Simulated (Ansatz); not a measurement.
FeO (Wuestite):

```
CELL_PARAMETERS angstrom
1.51882 0.87689 2.51958
-1.51882 0.87689 2.51958
0.00000 -1.75378 2.51958
ATOMIC_POSITIONS crystal
Fe 0.00000 0.00000 0.00000
O 0.50000 0.50000 0.50000
```

Program: Ansatz 0.2.0. Alike in all runs: task band structure; potentials or basis Ansatz PAW; spin collinear, ferromagnetic start; cell as given; k mesh 9 × 9 × 9; smearing fermi-dirac 0.05 eV.

Problem. Order these runs on this cell by their pressure, lowest first.
A. level LDA; cutoff (eV) 420
B. level PBE; cutoff (eV) 420
C. level r2SCAN; cutoff (eV) 500

Solution. A (-16.5 GPa), C (-5.7 GPa), B (-1.2 GPa).

Caveats: a cell with one magnetic atom can't hold antiferromagnetic order, which such compounds often take; the PAW data sets come from PBE, with cores solved anew for the run's functional, which leaves a small shift of forces and pressure (some runs); the magnetic or orbital state may not be the lowest (some runs).
